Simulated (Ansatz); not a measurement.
# MnS (F-43m): Heisenberg exchange couplings

Aim: the Heisenberg exchange couplings, for MnS (F-43m), run from a script.

Computed with Ansatz 0.2.0, driven from Python. Level of theory: DFT PBEsol, plane waves, PAW.

### 1 The system

It takes space group F-43m (No. 216, cubic). Conventional cell: a = 5.600 Å, b = 5.600 Å, c = 5.600 Å, α = 90.00°, β = 90.00°, γ = 90.00°. Mn (site symmetry -43m) has 4 S at 2.42 Å as nearest neighbours. S (site symmetry -43m) has 4 Mn at 2.42 Å as nearest neighbours.

Input file mns.vasp:

```text
MnS
1.0
   0.00000000    2.80000000    2.80000000
   2.80000000    0.00000000    2.80000000
   2.80000000    2.80000000    0.00000000
Mn S
1 1
Direct
   0.00000000    0.00000000    0.00000000
   0.25000000    0.25000000    0.25000000
```

### 2 The script

Contents of jij.py:

```python
'''Pair couplings between the moments of MnS.'''

import ansatz as az
from ase.io import read
import numpy as np

config = {
    'xc': 'PBEsol',
    'filling': 'Fermi-Dirac',
    'sigma': 0.1,
    'k_spacing': 0.17,
}

atoms = read('mns.vasp', format='vasp')
structure = az.Crystal.from_ase(atoms).moments(Mn=4)

calc = (
    structure.calculation()
    .basis(34 * az.Ry)
    .functional(config['xc'])
    .occupations(config['filling'], width=config['sigma'])
    .spin('collinear')  # spin-polarised run
    .kpoints(spacing=config['k_spacing'])
    .eigenstates(nscf_kmesh=(7, 7, 7))
    .exchange_couplings(magnetic=['Mn'])
)
couplings = calc.run().exchange_couplings().to_plain()
for atom in couplings['atoms']:
    print(atom['site']['symbol'], atom['role'], 'moment', round(atom['moment_mub'], 3), 'muB')
shells = {}
for pair in couplings['pairs']:
    key = (pair['site'], pair['partner'], round(float(np.linalg.norm(pair['displacement_ang'])), 2))
    shells.setdefault(key, []).append(1000 * pair['coupling_ev'])
print('site partner distance (A)  count  mean J (meV)')
for (i, j, d), values in sorted(shells.items(), key=lambda item: item[0][2])[:10]:
    print(f'{i:4d} {j:7d} {d:12.2f} {len(values):6d} {np.mean(values):13.3f}')
print('mean-field order:', couplings['mean_field_order'])
```

### 3 The input behind the calls

The engine receives this input:

```yaml
crystal:
  lattice:
    - [0.0, 2.8, 2.8]
    - [2.8, 0.0, 2.8]
    - [2.8, 2.8, 0.0]
  atoms:
    - { symbol: Mn, position: [0.0, 0.0, 0.0] }
    - { symbol: S, position: [0.25, 0.25, 0.25] }
basis:
  ecutwfc: 462.593566181796
kpoints:
  mp_grid:
    kspacing: 0.17
hamiltonian:
  xc: pbesol
magnetization:
  spin_polarized: true
  per_species:
    Mn: 4.0
scf:
  occupations:
    method: fermi_dirac
    width: 0.1
output:
  eigenstates:
    nscf_kmesh:
      grid: [7, 7, 7]
    exchange_couplings:
      magnetic:
        - { species: Mn }
```

### 4 Running it

On the command line:

```console
> python jij.py
```

Output:

```text
Mn magnetic moment 4.78 muB
S relaxed moment 0.034 muB
site partner distance (A)  count  mean J (meV)
   0       0         3.96     12       -23.055
   0       0         5.60      6         2.630
   0       0         6.86     24         0.839
   0       0         7.92     12         0.040
   0       0         8.85     24        -0.116
   0       0         9.70      8        -0.453
   0       0        10.48     48         0.036
   0       0        11.20      6        -0.188
   0       0        11.88     36        -0.010
   0       0        12.52     24         0.030
mean-field order: {'temperature_k': 764.853694884126, 'q_frac': [0.0, 0.42857142857142855, -0.4285714285714286]}
```

Run time: 30 s. Hardware: 1 thread of Intel Xeon 6975P-C (Granite Rapids), shared host; peak memory 1.1 GiB.

### 5 What the engine kept of the run

The report of the run holds:

```tsv
item	value
SCF cycles in all	12
k-points solved	72
plane waves	965
bands	17
valence electrons	21
free energy (eV)	-4754.32387
Fermi level (eV)	7.276
```

### 6 What came out

```
              quantity                               value
           free energy  -4754.3239 eV (-2377.1619 eV/atom)
       gap on the mesh                                none
moment, net / absolute             4.84 / 4.84 μB per cell
```

In words: Filled and empty levels meet on the mesh: no gap at this level. With one magnetic atom the cell can hold only ferromagnetic order. Without a Hubbard U or exact exchange, semilocal functionals often make such 3d compounds metallic or too weakly gapped. The couplings are those of E = -sum over i != j of J_ij e_i.e_j for unit vectors, so J > 0 favours parallel moments. Couplings oscillate with the k-mesh and hold for small turns from this magnetic state; mean-field temperatures overestimate ordering, and where the couplings favour a wavevector other than zero the state started from isn't the stable order.
